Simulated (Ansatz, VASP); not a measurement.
# One calculation of Ti, two programs

File INCAR:

```
PREC     = Accurate       # precision mode
ENCUT    = 520            # plane-wave cutoff, eV
EDIFF    = 1E-8           # SCF threshold, eV
ISMEAR   = -1             # smearing method
SIGMA    = 0.05           # smearing width, eV
LREAL    = False          # projectors in reciprocal space
LASPH    = True           # aspherical terms in the spheres
NELM     = 80             # most SCF steps
ALGO     = Fast           # electronic algorithm
ISIF     = 2              # what is computed and relaxed
LWAVE    = False          # write WAVECAR
LCHARG   = False          # write CHGCAR
GGA      = PE             # functional
LEFG     = True         
NBANDS   = 12             # bands
```

File KPOINTS:

```
regular mesh
0
Gamma
  14 14 14
```

Contents of POSCAR:

```
Ti
1.0
   -1.6679064215      1.6679064215      1.6679064215
    1.6679064215     -1.6679064215      1.6679064215
    1.6679064215      1.6679064215     -1.6679064215
Ti
1
Direct
    0.0000000000      0.0000000000      0.0000000000
```

Input for Ansatz:

```yaml
crystal:
  lattice:
    - [-1.6679064215, 1.6679064215, 1.6679064215]
    - [1.6679064215, -1.6679064215, 1.6679064215]
    - [1.6679064215, 1.6679064215, -1.6679064215]
  atoms:
    - { symbol: Ti, position: [0.0, 0.0, 0.0] }
kpoints:
  mp_grid: { grid: [14, 14, 14] }
scf:
  occupations: { method: fermi_dirac, width: 0.05 }
hamiltonian:
  xc: pbe
  pseudopotentials: { kind: all_electron, datasets: crystal }
output:
  forces: true
  stress: true
  eigenvalues: true
  efg: { contact_densities: true }
```

Change from the starting cell: volume scaled by 1.05, crystal datasets.

Alike in both runs: task electric field gradients; functional PBE; k mesh 14 × 14 × 14; occupations fermi-dirac, width 0.05 eV; no spin polarisation.

|  | VASP | Ansatz |
| --- | --- | --- |
| version | VASP 6.6.1 | Ansatz 0.2.0 |
| potentials or method | VASP PAW PBE potentials, release 64 (Ti_sv) | all-electron PAW with datasets made for the crystal, scalar-relativistic |
| plane-wave cutoff (eV) | 520 | see its input |

```csv
,VASP,Ansatz,Ansatz less VASP
pressure (GPa),-6.9,-6.8,+0.15
Vzz of the field gradient on the site that differs most (V/Å²),0.0,0.0,0.00
```

Ansatz ran all-electron here, so the differences hold the error of VASP's frozen core and of both bases.
